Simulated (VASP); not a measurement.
A run of VASP 6.6.1:

The input INCAR:

```
SYSTEM = Al
ALGO = Normal
EDIFF = 1E-6
ENCUT = 520
GGA = PE
ISIF = 2
ISMEAR = 0
LASPH = .True.
LCHARG = .True.
LELF = .True.
LREAL = .False.
LVHAR = .True.
LWAVE = .False.
NBANDS = 8
NELM = 80
PREC = Accurate
SIGMA = 0.026000000000000002
```

File KPOINTS:

```
k-points
0
Gamma
  11 11 11
  0 0 0
```

File POSCAR:

```
Al
1.0
    0.0000000000      2.0248050000      2.0248050000
    2.0248050000      0.0000000000      2.0248050000
    2.0248050000      2.0248050000      0.0000000000
Al
1
Direct
    0.0000000000      0.0000000000      0.0000000000
```

Potentials or basis: VASP PAW PBE potentials, release 64 (Al).

Run with:

```bash
$ cat potpaw_PBE.64/Al/POTCAR > POTCAR
$ mpirun -np 1 vasp_std > vasp.out
```

Hardware: 1 thread of AMD EPYC 7R43 64-Core Processor (Zen 3), on a shared host.

Question: How long does it take, and how much memory?

Answer: Run time: 10 s on 1 thread of AMD EPYC 7R43 64-Core Processor (Zen 3), on a shared host, peak memory 0.09 GiB. Counts: scf iterations 10, k points 56.
